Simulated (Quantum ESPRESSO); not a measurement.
# Al (P6/mmm) in Quantum ESPRESSO: convergence with smearing width

Aim: find how far smearing width must go before the results for Al settle, at PBEsol. This setting moves, with any that are tied to it; all else stays.

All numbers are computed with Quantum ESPRESSO 7.5; they aren't measurements. Logs are shortened: lines on timing, memory, paths and dates and some standing lists are left out, and cuts for length are marked.

**1. The crystal as given**

It takes space group P6/mmm (No. 191, hexagonal). Conventional cell: a = 4.547 Å, b = 4.547 Å, c = 2.754 Å, α = 90.00°, β = 90.00°, γ = 120.00°. Around Al (site symmetry -6m2) lie 5 Al at 2.63 to 2.75 Å.

The cell was built by a generator and needn't be a form met in nature.

**2. With smearing width 0.5 eV**

pw.in reads:

```
&CONTROL
  calculation = 'scf'
  prefix = 'pwscf'
  outdir = './tmp'
  pseudo_dir = './pseudo'
  tprnfor = .true.
  tstress = .true.
  disk_io = 'nowf'
/
&SYSTEM
  ibrav = 0
  nat = 2
  ntyp = 1
  ecutwfc = 75
  nbnd = 18
  input_dft = 'pbesol'
  occupations = 'smearing'
  smearing = 'mp'
  degauss = 0.03674932
/
&ELECTRONS
  conv_thr = 4d-10
  electron_maxstep = 120
  mixing_beta = 0.5
/
ATOMIC_SPECIES
Al    26.9815 Al_ONCV_PBE-1.2.upf
CELL_PARAMETERS angstrom
   4.5467300000    0.0000000000    0.0000000000
  -2.2733700000    3.9375800000    0.0000000000
   0.0000000000    0.0000000000    2.7539300000
ATOMIC_POSITIONS crystal
Al     0.3333300000    0.6666700000    0.5000000000
Al     0.6666700000    0.3333300000    0.5000000000
K_POINTS automatic
7 7 10 0 0 0
```

Potentials or basis: SG15 PBE 1.2.

Command:

```
> OMP_NUM_THREADS=1 pw.x -in pw.in > pw.out
```

pw.out:

```text
This program is part of the open-source Quantum ESPRESSO suite
     for quantum simulation of materials; please cite
         "P. Giannozzi et al., J. Phys.:Condens. Matter 21 395502 (2009);
         "P. Giannozzi et al., J. Phys.:Condens. Matter 29 465901 (2017);
         "P. Giannozzi et al., J. Chem. Phys. 152 154105 (2020);
     in publications or presentations arising from this work. More details at

     IMPORTANT: XC functional enforced from input :
     Exchange-correlation= PBESOL
                           (   1   4  10   8   0   0   0)
     Any further DFT definition will be discarded
     Please, verify this is what you really want

     Message from routine setup:
     using ibrav=0 with symmetry is DISCOURAGED, use correct ibrav instead

     G-vector sticks info
     --------------------
     sticks:   dense  smooth     PW     G-vecs:    dense   smooth      PW
     Sum        1519    1519    463                29195    29195    4857

     Using Slab Decomposition

     bravais-lattice index     =            0
     lattice parameter (alat)  =       8.5921  a.u.
     unit-cell volume          =     332.7193 (a.u.)^3
     number of atoms/cell      =            2
     number of atomic types    =            1
     number of electrons       =        22.00
     number of Kohn-Sham states=           18
     kinetic-energy cutoff     =      75.0000  Ry
     charge density cutoff     =     300.0000  Ry
     scf convergence threshold =      4.0E-10
     mixing beta               =       0.5000
     number of iterations used =            8  plain     mixing
     Exchange-correlation= PBESOL
                           (   1   4  10   8   0   0   0)

     celldm(1)=   8.592074  celldm(2)=   0.000000  celldm(3)=   0.000000
     celldm(4)=   0.000000  celldm(5)=   0.000000  celldm(6)=   0.000000

     crystal axes: (cart. coord. in units of alat)
               a(1) = (   1.000000   0.000000   0.000000 )
               a(2) = (  -0.500001   0.866025   0.000000 )
               a(3) = (   0.000000   0.000000   0.605695 )

     reciprocal axes: (cart. coord. in units 2 pi/alat)
               b(1) = (  1.000000  0.577352 -0.000000 )
               b(2) = (  0.000000  1.154702  0.000000 )
               b(3) = (  0.000000 -0.000000  1.650997 )

     PseudoPot. # 1 for Al read from file:
     Al_ONCV_PBE-1.2.upf
     Pseudo is Norm-conserving, Zval = 11.0
     Generated using ONCVPSP code by D. R. Hamann
     Using radial grid of  602 points,  4 beta functions with:
                l(1) =   0
                l(2) =   0
                l(3) =   1
                l(4) =   1

     atomic species   valence    mass     pseudopotential
     Al               11.00    26.98150     Al( 1.00)

      4 Sym. Ops., with inversion, found

   Cartesian axes

     site n.     atom                  positions (alat units)
         1        Al     tau(   1) = (  -0.0000057   0.5773526   0.3028473  )
         2        Al     tau(   2) = (   0.5000046   0.2886720   0.3028473  )

     number of k points=   150  Methfessel-Paxton smearing, width (Ry)=  0.0367

     Number of k-points >= 100: set verbosity='high' to print them.

     Dense  grid:    29195 G-vectors     FFT dimensions: (  48,  48,  30)

     Initial potential from superposition of free atoms

     starting charge      21.8370, renormalised to      22.0000
     Starting wfcs are random

     Self-consistent Calculation

     iteration #  1     ecut=    75.00 Ry     beta= 0.50
     Davidson diagonalization with overlap
     ethr =  1.00E-02,  avg # of iterations =  8.4

     Threshold (ethr) on eigenvalues was too large:
     Diagonalizing with lowered threshold

     Davidson diagonalization with overlap
     ethr =  1.48E-04,  avg # of iterations =  3.7

     total energy              =    -276.31780336 Ry
     estimated scf accuracy    <       0.02772742 Ry

     iteration #  2     ecut=    75.00 Ry     beta= 0.50
     Davidson diagonalization with overlap
     ethr =  1.26E-04,  avg # of iterations =  1.1
[... 29 lines left out ...]
     total energy              =    -276.31787776 Ry
     estimated scf accuracy    <          4.0E-09 Ry

     iteration #  7     ecut=    75.00 Ry     beta= 0.50
     Davidson diagonalization with overlap
     ethr =  1.81E-11,  avg # of iterations =  2.0

     End of self-consistent calculation

     Number of k-points >= 100: set verbosity='high' to print the bands.

     the Fermi energy is     5.8793 ev

!    total energy              =    -276.31787776 Ry
     estimated scf accuracy    <          3.0E-11 Ry
     smearing contrib. (-TS)   =       0.00075011 Ry
     internal energy E=F+TS    =    -276.31862787 Ry

     The total energy is F=E-TS. E is the sum of the following terms:
     one-electron contribution =    -215.11256507 Ry
     hartree contribution      =      87.97273077 Ry
     xc contribution           =     -30.64553811 Ry
     ewald contribution        =    -118.53325546 Ry

     convergence has been achieved in   7 iterations

     Forces acting on atoms (cartesian axes, Ry/au):

     atom    1 type  1   force =     0.00001025   -0.00000600    0.00000000
     atom    2 type  1   force =    -0.00001025    0.00000600    0.00000000

     Total force =     0.000017     Total SCF correction =     0.000007
     SCF correction compared to forces is large: reduce conv_thr to get better values

     Computing stress (Cartesian axis) and pressure

          total   stress  (Ry/bohr**3)                   (kbar)     P=      -11.35
  -0.00005692   0.00000007   0.00000000           -8.37        0.01        0.00
   0.00000007  -0.00005684   0.00000000            0.01       -8.36        0.00
   0.00000000   0.00000000  -0.00011766            0.00        0.00      -17.31

=------------------------------------------------------------------------------=
   JOB DONE.
=------------------------------------------------------------------------------=
```

It took 91 s on 1 thread of Arm Neoverse V2, shared host; peak memory 0.2 GiB.

Results:

```
Free energy            : -3759.4962 eV
Pressure               : -1.1 GPa
Band gap on the k mesh : none (metal or under the smearing width)
```

**3. With smearing width 0.3 eV**

Changes to pw.in since step 2:

```diff
@@ -18,3 +18,3 @@
   smearing = 'mp'
-  degauss = 0.03674932
+  degauss = 0.02204959
 /
```

Potentials or basis: SG15 PBE 1.2.

Command:

```
> OMP_NUM_THREADS=1 pw.x -in pw.in > pw.out
```

Wall time 91 s (1 thread of Arm Neoverse V2, shared host); peak memory 0.2 GiB.

Results:

* Free energy: -3759.4989 eV
* Pressure: -1.1 GPa
* Band gap on the k mesh: none (metal or under the smearing width)

**4. With smearing width 0.2 eV**

Changes to pw.in since step 3:

```diff
@@ -18,3 +18,3 @@
   smearing = 'mp'
-  degauss = 0.02204959
+  degauss = 0.01469973
 /
```

Command:

```
> OMP_NUM_THREADS=1 pw.x -in pw.in > pw.out
```

Wall time 90 s (1 thread of Arm Neoverse V2, shared host); peak memory 0.2 GiB.

What came out:

* Free energy: -3759.5000 eV
* Pressure: -1.1 GPa
* Band gap on the k mesh: none (metal or under the smearing width)

**5. With smearing width 0.136 eV**

Changes to pw.in since step 4:

```diff
@@ -18,3 +18,3 @@
   smearing = 'mp'
-  degauss = 0.01469973
+  degauss = 0.00999582
 /
```

Command:

```
> OMP_NUM_THREADS=1 pw.x -in pw.in > pw.out
```

It took 90 s on 1 thread of Arm Neoverse V2, shared host; peak memory 0.2 GiB.

What came out:

```
Free energy            : -3759.5002 eV
Pressure               : -1.1 GPa
Band gap on the k mesh : none (metal or under the smearing width)
```

**6. With smearing width 0.1 eV**

Changes to pw.in since step 5:

```diff
@@ -18,3 +18,3 @@
   smearing = 'mp'
-  degauss = 0.00999582
+  degauss = 0.00734986
 /
```

Potentials or basis: SG15 PBE 1.2.

Command:

```
> OMP_NUM_THREADS=1 pw.x -in pw.in > pw.out
```

It took 90 s on 1 thread of Arm Neoverse V2, shared host; peak memory 0.2 GiB.

The run converged. Its results:

- Free energy: -3759.5001 eV
- Pressure: -1.1 GPa
- Band gap on the k mesh: none (metal or under the smearing width)

**7. With smearing width 0.05 eV**

Changes to pw.in since step 6:

```diff
@@ -18,3 +18,3 @@
   smearing = 'mp'
-  degauss = 0.00734986
+  degauss = 0.00367493
 /
```

Command:

```
> OMP_NUM_THREADS=1 pw.x -in pw.in > pw.out
```

Run time: 90 s. Hardware: 1 thread of Arm Neoverse V2, shared host; peak memory 0.2 GiB.

It converged, with:

- Free energy: -3759.4999 eV
- Pressure: -1.1 GPa
- Band gap on the k mesh: none (metal or under the smearing width)

**8. With smearing width 0.025 eV**

Changes to pw.in since step 7:

```diff
@@ -18,3 +18,3 @@
   smearing = 'mp'
-  degauss = 0.00367493
+  degauss = 0.00183747
 /
```

Command:

```
> OMP_NUM_THREADS=1 pw.x -in pw.in > pw.out
```

Run time: 91 s. Hardware: 1 thread of Arm Neoverse V2, shared host; peak memory 0.2 GiB.

Results (log left out):

```
Free energy            : -3759.4999 eV
Pressure               : -1.1 GPa
Band gap on the k mesh : none (metal or under the smearing width)
```

**9. With smearing width 0.01 eV**

Changes to pw.in since step 8:

```diff
@@ -18,3 +18,3 @@
   smearing = 'mp'
-  degauss = 0.00183747
+  degauss = 0.00073499
 /
```

Potentials or basis: SG15 PBE 1.2.

Command:

```
> OMP_NUM_THREADS=1 pw.x -in pw.in > pw.out
```

Run time: 100 s. Hardware: 1 thread of Arm Neoverse V2, shared host; peak memory 0.2 GiB.

The run converged. Its results:

```
Free energy            : -3759.4999 eV
Pressure               : -1.1 GPa
Band gap on the k mesh : none (metal or under the smearing width)
```

**10. Result**

| smearing width | energy less the tightest run, at zero smearing (meV/atom) | pressure (GPa) | SCF cycles | CPU time (s) | peak memory (GiB) |
| --- | --- | --- | --- | --- | --- |
| 0.5 eV | 0.12 | -1.13 | 7 | 91 | 0.2 |
| 0.3 eV | -0.08 | -1.13 | 7 | 91 | 0.2 |
| 0.2 eV | -0.31 | -1.13 | 7 | 90 | 0.2 |
| 0.136 eV | -0.11 | -1.13 | 7 | 90 | 0.2 |
| 0.1 eV | -0.05 | -1.12 | 7 | 90 | 0.2 |
| 0.05 eV | 0.01 | -1.11 | 7 | 90 | 0.2 |
| 0.025 eV | -0.02 | -1.08 | 7 | 91 | 0.2 |
| 0.01 eV | 0.00 | -1.09 | 8 | 100 | 0.2 |

Against the tightest run, the energy stays within 1 meV/atom from 0.5 eV on; the pressure stays within 0.1 GPa from 0.5 eV on. Narrower smearing needs a denser k mesh, so at a fixed mesh the narrowest width isn't the most accurate. The tightest run that finished is the yardstick and may itself not be fully converged.

Caveats: the potentials were made for another functional, which shifts forces and pressure.
